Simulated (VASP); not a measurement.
**VASP 6.6.1, r²SCAN single-point calculation, GaN (strained zincblende)**

INCAR

```
NSW = 0
ENCUT = 520
SIGMA = 0.01
ALGO = Normal
NBANDS = 16
LREAL = .FALSE.
NELM = 120
LCHARG = .TRUE.
LASPH = .TRUE.
LELF = .TRUE.
IBRION = -1
EDIFF = 1E-7
METAGGA = R2SCAN
ISMEAR = 0
LWAVE = .FALSE.
PREC = Accurate
ISIF = 2
```

KPOINTS

```
KPOINTS created by Atomic Simulation Environment
0
Gamma
10 10 10
0 0 0
```

KPOINTS_OPT

```
special points
6
Reciprocal
0.0000000000 0.0000000000 0.0000000000 1
-0.5000000000 -0.5000000000 0.0000000000 1
-0.3750000000 -0.3750000000 0.2500000000 1
-0.3750000000 0.0000000000 0.3750000000 1
0.0000000000 0.0000000000 0.5000000000 1
-0.5000000000 -0.2500000000 0.2500000000 1
```

POSCAR

```
Ga N
 1.0000000000000000
     0.0000000000000000    2.2489525411000000    2.2039734903000001
     2.2489525411000000    0.0000000000000000    2.2039734903000001
     2.2489525411000000    2.2489525411000000    0.0000000000000000
 Ga  N
   1   1
Cartesian
  0.0000000000000000  0.0000000000000000  0.0000000000000000
  1.1244762705500000  1.1244762705500000  1.1019867451500001
```

VASP ran with the recommended PBE PAW datasets (18 valence electrons in the cell).

Command

```
mpirun -np 1 vasp_std
```

OSZICAR

```
N       E                     dE             d eps       ncg     rms          rms(c)
DAV:   1     0.679632561209E+02    0.67963E+02   -0.96290E+03  3696   0.208E+03
DAV:   2    -0.211507425139E+02   -0.89114E+02   -0.83809E+02  3760   0.331E+02
DAV:   3    -0.267653572732E+02   -0.56146E+01   -0.55924E+01  3808   0.710E+01
DAV:   4    -0.268280323445E+02   -0.62675E-01   -0.62662E-01  4264   0.792E+00
DAV:   5    -0.268289072896E+02   -0.87495E-03   -0.87493E-03  3864   0.825E-01    0.728E+00
DAV:   6    -0.217996661837E+02    0.50292E+01   -0.35179E+00  4944   0.415E+01    0.250E+00
DAV:   7    -0.218748486681E+02   -0.75182E-01   -0.46042E-01  3576   0.713E+00    0.176E+00
DAV:   8    -0.218858028202E+02   -0.10954E-01   -0.34609E-02  4424   0.488E+00    0.236E-01
DAV:   9    -0.218845248405E+02    0.12780E-02   -0.12324E-02  4784   0.281E+00    0.141E-01
DAV:  10    -0.218846307364E+02   -0.10590E-03   -0.86396E-04  3800   0.261E-01    0.143E-01
DAV:  11    -0.218846564159E+02   -0.25679E-04   -0.33546E-05  5144   0.105E-01    0.150E-01
DAV:  12    -0.218850365072E+02   -0.38009E-03   -0.58554E-03  4296   0.139E+00    0.315E-01
DAV:  13    -0.218852741399E+02   -0.23763E-03   -0.12946E-03  4176   0.370E-01    0.399E-01
DAV:  14    -0.218849356848E+02    0.33846E-03   -0.61960E-04  4416   0.512E-01    0.278E-01
DAV:  15    -0.218846808033E+02    0.25488E-03   -0.87490E-04  4584   0.488E-01    0.140E-01
DAV:  16    -0.218846416128E+02    0.39190E-04   -0.28574E-04  4760   0.241E-01    0.766E-02
DAV:  17    -0.218846351167E+02    0.64962E-05   -0.53162E-05  5056   0.124E-01    0.461E-02
DAV:  18    -0.218846339578E+02    0.11589E-05   -0.22121E-05  4984   0.794E-02    0.261E-02
DAV:  19    -0.218846346432E+02   -0.68537E-06   -0.11659E-05  4792   0.541E-02    0.113E-02
DAV:  20    -0.218846354900E+02   -0.84681E-06   -0.48634E-06  5144   0.320E-02    0.271E-03
DAV:  21    -0.218846355532E+02   -0.63213E-07   -0.48909E-07  3608   0.603E-03
   1 F= -.21884636E+02 E0= -.21884636E+02  d E =-.182125-109
       N       E                     dE             ncg
DAV:   1     0.197309386294E+04   -0.38646E+04      216
DAV:   2     0.142440051919E+04   -0.54869E+03      216
DAV:   3     0.138828233285E+04   -0.36118E+02      216
DAV:   4     0.138788468679E+04   -0.39765E+00      272
DAV:   5     0.138788044744E+04   -0.42394E-02      224
DAV:   6     0.138788035034E+04   -0.97094E-04      296
DAV:   7     0.138788034866E+04   -0.16828E-05      232
DAV:   8     0.138788034866E+04   -0.29654E-08      224
```

From OUTCAR

```
k-points           NKPTS =    102   k-points in BZ     NKDIM =    102   number of bands    NBANDS=     16

   NELECT =      18.0000    total number of electrons

   dimension x,y,z NGX =    24 NGY =   24 NGZ =   24
   dimension x,y,z NGXF=    48 NGYF=   48 NGZF=   48

  energy-cutoff  :      520.00
  volume of cell :       22.29
      direct lattice vectors                 reciprocal lattice vectors
     0.000000000  2.248952541  2.203973490    -0.222325723  0.222325723  0.226862983
     2.248952541  0.000000000  2.203973490     0.222325723 -0.222325723  0.226862983
     2.248952541  2.248952541  0.000000000     0.222325723  0.222325723 -0.226862983

 k-points in reciprocal lattice and weights: KPOINTS created by Atomic Simulation Env
   0.00000000  0.00000000  0.00000000       0.001
   0.10000000 -0.00000000  0.00000000       0.008
   0.20000000 -0.00000000  0.00000000       0.008
   0.30000000  0.00000000  0.00000000       0.008
   0.40000000 -0.00000000  0.00000000       0.008
   0.50000000  0.00000000  0.00000000       0.004
   0.10000000  0.10000000  0.00000000       0.002
   0.20000000  0.10000000  0.00000000       0.008
   ...

 E-fermi :   5.5220

 k-point     1 :       0.0000    0.0000    0.0000
  band No.  band energies     occupation
      1     -11.6540      2.00000
      2      -8.5549      2.00000
      3      -8.5549      2.00000
      4      -8.5332      2.00000
      5      -8.1688      2.00000
      6      -8.1670      2.00000
      7       5.2752      2.00000
      8       5.2752      2.00000
      9       5.3669      2.00000
     10       7.5994      0.00000
     11      16.4450      0.00000
     12      16.5060      0.00000
     13      16.5060      0.00000
     14      24.2333      0.00000
     15      25.0123      0.00000
     16      25.0123      0.00000

 k-point     2 :       0.1000   -0.0000    0.0000
  band No.  band energies     occupation
      1     -11.5375      2.00000
      2      -8.5396      2.00000
      3      -8.5295      2.00000
      4      -8.5044      2.00000
      5      -8.1696      2.00000
      6      -8.1688      2.00000
      7       4.2179      2.00000
      8       5.1573      2.00000
      9       5.2293      2.00000
     10       8.4370      0.00000
     11      15.9736      0.00000
     12      16.6634      0.00000
     13      16.6668      0.00000
     14      23.5817      0.00000
     15      23.7064      0.00000
     16      24.2677      0.00000

 k-point     3 :       0.2000   -0.0000    0.0000
  band No.  band energies     occupation
      1     -11.2372      2.00000
      2      -8.5038      2.00000
      3      -8.4895      2.00000
      4      -8.3501      2.00000
      5      -8.1689      2.00000
      6      -8.1667      2.00000
      7       2.3212      2.00000
      8       4.8665      2.00000
      9       4.9624      2.00000
     10       9.5808      0.00000
     11      15.1780      0.00000
     12      16.8806      0.00000
     13      16.9890      0.00000
     14      22.6477      0.00000
     15      22.8800      0.00000
     16      23.2800      0.00000

 k-point     4 :       0.3000    0.0000    0.0000
  band No.  band energies     occupation
      1     -10.8952      2.00000
      2      -8.4709      2.00000
      3      -8.4552      2.00000
      4      -8.1588      2.00000
      5      -8.1503      2.00000
      6      -7.9719      2.00000
      7       0.3482      2.00000
      8       4.5365      2.00000
      9       4.6609      2.00000
     10      10.3211      0.00000
     11      14.8029      0.00000
     12      16.7425      0.00000
     13      16.9951      0.00000
     14      22.0505      0.00000
     15      23.5732      0.00000
     16      23.6571      0.00000

 k-point     5 :       0.4000   -0.0000    0.0000
  band No.  band energies     occupation
      1     -10.6653      2.00000
      2      -8.4552      2.00000
      3      -8.4386      2.00000
      4      -8.1373      2.00000
      5      -8.1249      2.00000
      6      -7.3876      2.00000
      7      -1.3063      2.00000
      8       4.2885      2.00000
      9       4.4350      2.00000
     10      10.5970      0.00000
     11      14.8282      0.00000
     12      16.4304      0.00000
     13      16.7508      0.00000
     14      21.9543      0.00000
     15      25.1754      0.00000
     16      25.2253      0.00000

 k-point     6 :       0.5000    0.0000    0.0000
  band No.  band energies     occupation
      1     -10.5922      2.00000
      2      -8.4518      2.00000
      3      -8.4349      2.00000
      4      -8.1263      2.00000
      5      -8.1123      2.00000
      6      -7.0354      2.00000
      7      -2.0264      2.00000
      8       4.1976      2.00000
      9       4.3524      2.00000
     10      10.6450      0.00000
     11      14.8909      0.00000
     12      16.2888      0.00000
     13      16.6217      0.00000
     14      22.0395      0.00000
     15      26.3471      0.00000
     16      26.4112      0.00000

 k-point     7 :       0.1000    0.1000    0.0000
  band No.  band energies     occupation
      1     -11.4956      2.00000
      2      -8.5258      2.00000
      3      -8.5258      2.00000
      4      -8.4996      2.00000
      5      -8.1770      2.00000
      6      -8.1600      2.00000
      7       4.2877      2.00000
      8       4.9329      2.00000
      9       4.9329      2.00000
     10       8.7359      0.00000
     11      15.5568      0.00000
     12      16.8382      0.00000
     13      16.8383      0.00000
     14      22.0047      0.00000
     15      25.7971      0.00000
     16      25.7988      0.00000

 k-point     8 :       0.2000    0.1000    0.0000
  band No.  band energies     occupation
      1     -11.2553      2.00000
      2      -8.4950      2.00000
      3      -8.4887      2.00000
      4      -8.3987      2.00000
      5      -8.1751      2.00000
      6      -8.1507      2.00000
      7       2.8538      2.00000
      8       4.5662      2.00000
      9       4.7491      2.00000
     10       9.7058      0.00000
     11      14.8486      0.00000
     12      16.9863      0.00000
     13      17.1670      0.00000
     14      20.7720      0.00000
     15      24.8721      0.00000
     16      24.9233      0.00000

 k-point     9 :       0.3000    0.1000    0.0000
  band No.  band energies     occupation
      1     -10.9303      2.00000
      2      -8.4616      2.00000
      3      -8.4514      2.00000
      4      -8.2405      2.00000
      5      -8.1352      2.00000
      6      -8.0186      2.00000
      7       0.9989      2.00000
      8       4.2146      2.00000
      9       4.4444      2.00000
     10      10.5688      0.00000
     11      14.4997      0.00000
     12      16.6021      0.00000
     13      17.2243      0.00000
     14      21.0779      0.00000
     15      24.1318      0.00000
     16      25.0130      0.00000

 k-point    10 :       0.4000    0.1000    0.0000
  band No.  band energies     occupation
      1     -10.6761      2.00000
      2      -8.4401      2.00000
      3      -8.4317      2.00000
      4      -8.1925      2.00000
      5      -8.1161      2.00000
      6      -7.4949      2.00000
      7      -0.7334      2.00000
      8       4.0009      2.00000
      9       4.0750      2.00000
     10      11.0311      0.00000
     11      14.3749      0.00000
     12      16.4253      0.00000
     13      16.9592      0.00000
     14      21.9472      0.00000
     15      24.3113      0.00000
     16      26.1369      0.00000

 k-point    11 :       0.5000    0.1000    0.0000
  band No.  band energies     occupation
      1     -10.5652      2.00000
      2      -8.4331      2.00000
      3      -8.4276      2.00000
      4      -8.1576      2.00000
      5      -8.1114      2.00000
      6      -7.0027      2.00000
      7      -1.7969      2.00000
      8       3.7812      2.00000
      9       3.9869      2.00000
     10      11.2083      0.00000
     11      14.1963      0.00000
     12      16.6491      0.00000
     13      16.6928      0.00000
     14      22.5783      0.00000
     15      25.2859      0.00000
     16      26.6245      0.00000

 k-point    12 :      -0.4000    0.1000    0.0000
  band No.  band energies     occupation
      1     -10.5903      2.00000
      2      -8.4322      2.00000
      3      -8.4316      2.00000
      4      -8.1439      2.00000
      5      -8.1321      2.00000
      6      -7.1360      2.00000
      7      -1.5412      2.00000
      8       3.6572      2.00000
      9       4.1730      2.00000
     10      11.2412      0.00000
     11      14.1829      0.00000
     12      16.6516      0.00000
     13      16.6570      0.00000
     14      22.8982      0.00000
     15      24.8414      0.00000
     16      26.0072      0.00000

 ...

  Total        0.6151931      0.6151931      0.9628864      0.0000000      0.0000000      0.0000000
  in kB       44.2104633     44.2104633     69.1972303      0.0000000      0.0000000      0.0000000
  external PRESSURE =      52.5393857 kB  Pullay stress =       0.0000000 kB

 POSITION                                       TOTAL-FORCE (eV/Angst)
 -----------------------------------------------------------------------------------
      0.00000      0.00000      0.00000        -0.000000     -0.000000     -0.000000
      1.12448      1.12448      1.10199         0.000000      0.000000      0.000000
 -----------------------------------------------------------------------------------
    total drift:                                0.000009      0.000009      0.000003

  FREE ENERGIE OF THE ION-ELECTRON SYSTEM (eV)
  ---------------------------------------------------
  free  energy   TOTEN  =       -21.8846355532 eV

  energy  without entropy=      -21.8846355532  energy(sigma->0) =      -21.88463555
```

```yaml
gap_between_bands_v_and_c: 2.23 eV
least_direct_gap: 2.23 eV
pressure: 5.3 GPa
```

Band v is the last that the valence electrons fill when counted band by band, and c is the next.

The run took about 2 min on one core of a shared host (Intel Xeon Platinum 8488C) and held 0.19 GiB at most.
